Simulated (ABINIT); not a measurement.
CdTe in ABINIT: convergence with cutoff

Crystal: CdTe.

```
Te Cd
1.0
     0.00000    3.20500    3.20500
     3.20500    0.00000    3.20500
     3.20500    3.20500    0.00000
Te Cd
1 1
Direct
  0.75000 0.75000 0.75000
  0.00000 0.00000 0.00000
```

- Program: ABINIT 10.8.3 (patched build)
- Task: single point
- Functional: RPBE
- Potentials or basis: JTH PAW PBE v2.0
- Cutoff: 245 eV
- k mesh: 7 × 7 × 7
- Occupations: gaussian, width 0.1 eV
- Spin: no spin polarisation

These are the settings of the first run; the series varies cutoff, with any setting tied to it.

Hardware: 1 thread of Arm Neoverse V2, on a shared host.

The values tried are 9 Ha, 11 Ha, 13 Ha, 15.5 Ha, 18.5 Ha, 22 Ha, 25.5 Ha, 29.5 Ha, 35 Ha, loosest first. From which on does the gap on the mesh stay within 0.01 eV of the tightest run that finished?

From 13 Ha on.

```
 cutoff  energy less the tightest run, at zero smearing (meV/atom)  gap on the mesh (eV)  SCF cycles  CPU time (s)  peak memory (GiB)
   9 Ha                                                    1776.62                 1.053          14           8.8               0.14
  11 Ha                                                     220.55                 1.038          15            11               0.14
  13 Ha                                                      35.44                 1.026          14            13               0.15
15.5 Ha                                                      28.14                 1.025          25            24               0.15
18.5 Ha                                                      13.92                 1.027          17            22               0.16
  22 Ha                                                      10.52                 1.027          16            27               0.17
25.5 Ha                                                       6.93                 1.027          17            31               0.17
29.5 Ha                                                       1.03                 1.027          21            52               0.19
  35 Ha                                                       0.00                 1.027          19            56                0.2
```

Not settled before the last step: the energy (to 1 meV/atom). The tightest run that finished is the yardstick and may itself not be fully converged.

Caveat, for the tightest run too: spin-orbit coupling is left out, which moves the levels of the heavy elements.
